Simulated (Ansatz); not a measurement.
The cell comes from COD entry 9008875, which wasn't checked; take it as a given geometry. The listed cell was then made from it by scaling, straining or moving an atom.

SiC: DFT, PBEsol, all-electron PAW with datasets made for the crystal, scalar-relativistic (Ansatz 0.2.0). What sets it apart from a plain run of this crystal: volume scaled by 0.94.

Command: `ansatz run input.yaml --threads 1 --pin off --max-ram 6144MiB --backend cpu --events-out ev --progress --plain --runs-dir out` The run took 14 s on 1 thread of Intel(R) Xeon(R) 6975P-C (Granite Rapids), on a shared host, peak memory 0.79 GiB.

```yaml
crystal:
  lattice:
    - [3.0132051134, 0.0, 0.0]
    - [-1.5066025567, 2.6095121751, 0.0]
    - [0.0, 0.0, 4.9449506768]
  atoms:
    - { symbol: Si, position: [0.3333333333, 0.6666666667, 0.0] }
    - { symbol: Si, position: [0.6666666667, 0.3333333333, 0.5] }
    - { symbol: C, position: [0.3333333333, 0.6666666667, 0.385] }
    - { symbol: C, position: [0.6666666667, 0.3333333333, 0.885] }
kpoints:
  mp_grid: { grid: [15, 15, 8] }
scf:
  occupations: { method: fermi_dirac, width: 0.08 }
hamiltonian:
  xc: pbesol
  pseudopotentials: { kind: all_electron, datasets: crystal }
output:
  forces: true
  stress: true
  eigenvalues: true
  efg: { contact_densities: true }
```

Output (standing set-up lines are left out):

```
hamiltonian.pseudopotentials.datasets: crystal makes datasets for this crystal and solves the spheres of its atoms anew in each pass: cutoff 360.0 eV, the density's 1800.0 eV; for an error of 0.50 meV an atom under PBE, 2.0 meV for the cell; an energy difference from a run of another recipe may be off by several times the error for the cell, under r2SCAN by more, where some 0.1 meV an atom stays at smaller errors; C in spheres of 0.926 Å, 4 of its electrons in bands; Si in spheres of 0.900 Å, 4 of its electrons in bands, 8 on its site; only band paths and densities of states list, in semicore columns, the levels of the semicore shells that are solved separately: 2s of Si, 2p of Si
Pseudopotential: Si, paw, valence charge 12, recommended cutoff 360 eV (normal), Koelling and Harmon's equation, gaussian nucleus
Pseudopotential: C, paw, valence charge 4, recommended cutoff 360 eV (normal), Koelling and Harmon's equation, gaussian nucleus
Crystal: 4 atoms, lattice volume = 38.882 Å³
Basis set: ecut = 360 eV, 603 PW (Γ), exchange–correlation on 48×48×72 points (8 copies of the dense FFT grid, shifted against one another)
Space group: P63mc (ITA 186), of the structure as read, at distance tolerance 3.4e-5 Å
PAW one-centre angular grid: Si, 110 points (default); XC on its mesh's 1859 points in the sphere
PAW one-centre angular grid: C, 110 points (default); XC on its mesh's 1943 points in the sphere
iter 1 solved again at ethr=7.52e-2 eV; its pass at ethr=1.00e-1 eV (dr2=1.20e1 eV) is discarded
SCF iter   1: F=—  HF=-17825.421724 eV  |F-HF|=—  |Δ(HF+E_count)|=         —  Δρ=1.66e-1  dr2=1.21e1  ethr=7.52e-2  ⟨swp⟩=2.0  Hψ=11057  notcnv=0
preconditioner: auto → none  [insulator: Δε(μ)=4.390 eV  Ē_g=13.873 eV  σ=0.080 eV  W_gap=1.00  n_scr=2 (ndim 8)  ℏωp=23.8 eV  f_vac=0.000  D(μ)=0.00/eV (n_scr^D=0)  ε∞_Penn≈3.9]
iter 2 solved again at ethr=2.90e-3 eV; its pass at ethr=7.52e-2 eV (dr2=4.65e-1 eV) is discarded
SCF iter   2: F=—  HF=-17822.101940 eV  |F-HF|=—  |Δ(HF+E_count)|=    3.32e0  Δρ=4.63e-2  dr2=4.81e-1  ethr=2.90e-3  ⟨swp⟩=3.5  Hψ=8819  notcnv=0  defer=71
SCF iter   3: F=—  HF=-17822.022127 eV  |F-HF|=—  |Δ(HF+E_count)|=   7.98e-2  Δρ=1.64e-2  dr2=5.78e-2  ethr=2.90e-3  ⟨swp⟩=3.1  Hψ=3899  notcnv=0  defer=12
SCF iter   4: F=—  HF=-17822.043725 eV  |F-HF|=—  |Δ(HF+E_count)|=   2.16e-2  Δρ=6.87e-3  dr2=1.24e-2  ethr=3.61e-4  ⟨swp⟩=2.2  Hψ=4475  notcnv=0  defer=30
SCF iter   5: F=—  HF=-17822.047249 eV  |F-HF|=—  |Δ(HF+E_count)|=   3.52e-3  Δρ=1.55e-3  dr2=7.35e-4  ethr=7.75e-5  ⟨swp⟩=2.8  Hψ=3071  notcnv=0  defer=14
SCF iter   6: F=—  HF=-17822.049490 eV  |F-HF|=—  |Δ(HF+E_count)|=   2.24e-3  Δρ=3.45e-4  dr2=1.49e-5  ethr=4.59e-6  ⟨swp⟩=3.1  Hψ=5078  notcnv=0  defer=9
SCF iter   7: F=—  HF=-17822.049507 eV  |F-HF|=—  |Δ(HF+E_count)|=   1.71e-5  Δρ=6.22e-5  dr2=3.20e-7  ethr=9.33e-8  ⟨swp⟩=2.1  Hψ=2900  notcnv=0  defer=6
SCF iter   8: F=-17822.049507 eV  HF=-17822.049507 eV  |F-HF|=1.18e-8  |Δ(HF+E_count)|=   7.46e-7  Δρ=6.74e-6  dr2=1.93e-8  ethr=2.00e-9  ⟨swp⟩=3.1  Hψ=3924  notcnv=0  defer=2
SCF 1 converged in 8 iterations: F = -17822.049499 eV  dr2 = 1.93e-8
  Residual-converged pass: ⟨swp⟩=3.2  Hψ=3694  notcnv=0  max |occ|·‖R‖ = 6.5e-6 eV (tolerance 6.7e-6 eV)  dr2=2.06e-8  dr2_onsite=7.50e-9  max |Δocc| = 6.3e-12
  greatest PAW one-centre occupation: 0.492 electrons in one spin orbital (limit 2), on the C atom at site 3 (counted from 0), in its partial waves of l = 0
SCF converged after 8 iterations
Free energy (F): -17822.049499 eV
Harris-Foulkes:  -17822.049499 eV  (|F-HF|=1.18e-8)
Internal energy: -17822.049499 eV  (E = F + TS)
E sigma→0 (E₀):  -17822.049499 eV
Entropy (-TS):   -0.000000 eV (-0.000 meV/atom)
Past the cutoff: the bands carry plane waves up to 1.75 times it, of which those up to 1.5 times it add -0.000303 eV an atom, each by itself; the spheres take 0.000180 eV an atom off the energy for waves past 1.75 times it
By the cutoff:   a pressure is off by up to 0.009 GPa (1.2 times the spheres' own share and the shells' term, over an atom's volume, and 0.004 GPa: a bound that held against runs at twice the plane waves)
Past the cutoffs: a stress includes 0.0046 GPa for waves and charges beyond them, in addition to the slope of what the spheres take
In the spheres:  the bands' charges fall short by 1.9e-7 e at most (sound up to 1e-3), those of shells solved beside the bands by 8.2e-8 e (sound up to 5e-4)
Fermi energy:    12.940315 eV
--- Per-component energies (eV) ---
  The terms above E_closure are by the made datasets' own strengths, without shells solved beside the bands.
--- Forces (eV/Å), atoms counted from 1 ---
  atom   1  Si     0.00000000     0.00000000     0.84862235
  atom   2  Si    -0.00000000    -0.00000000     0.84862235
  atom   3  C      0.00000000     0.00000000    -0.84863616
  atom   4  C      0.00000000    -0.00000000    -0.84863616
  max |Σ_I F_I| component: 2.76e-5 eV/Å
--- Stress (GPa, compression-positive) ---
       18.259610      -0.000000      -0.000000
       -0.000000      18.259610       0.000000
       -0.000000       0.000000      10.609002
  P = ⅓ Tr σ = 15.7094 GPa (157.094 kbar)
  It holds what live shells' own plane waves past their cutoff add
--- PAW observables at the nuclei: V_zz in 10²¹ V/m², potentials from the cell's mean, atoms counted from 1 ---
  atom   1  Si V_zz =    +1.710463   η = 0.0000   by run symmetry: allowed
            electrostatic potential = -1361.757510 V   contact ρ = 12766.443517 e/Å³
  atom   2  Si V_zz =    +1.710463   η = 0.0000   by run symmetry: allowed
            electrostatic potential = -1361.757510 V   contact ρ = 12766.443517 e/Å³
  atom   3  C  V_zz =    +0.286673   η = 0.0000   by run symmetry: allowed
            electrostatic potential = -418.851784 V   contact ρ = 859.882380 e/Å³
  atom   4  C  V_zz =    +0.286673   η = 0.0000   by run symmetry: allowed
            electrostatic potential = -418.851784 V   contact ρ = 859.882380 e/Å³
--- Band table (eV; the first three rows and the last of 135) ---
  k-point 0: bands = ["-4.3593", "-0.5806", "2.7523", "10.2940", "10.2940", "11.6124", "11.6124", "11.8822", "16.9923", "18.4792", "18.6806"]
  k-point 1: bands = ["-4.2791", "-0.9409", "3.2440", "10.3375", "10.3375", "11.4197", "11.5546", "11.5546", "17.0629", "18.6961", "18.6961"]
  k-point 2: bands = ["-4.0397", "-1.6729", "4.3653", "10.2777", "10.4639", "10.4639", "11.3935", "11.3935", "17.2726", "18.7756", "18.7756"]
  k-point 134: bands = ["0.8035", "0.8035", "3.7216", "3.7216", "5.6492", "5.6492", "10.0940", "10.0940", "16.9131", "16.9131", "17.8416"]
```
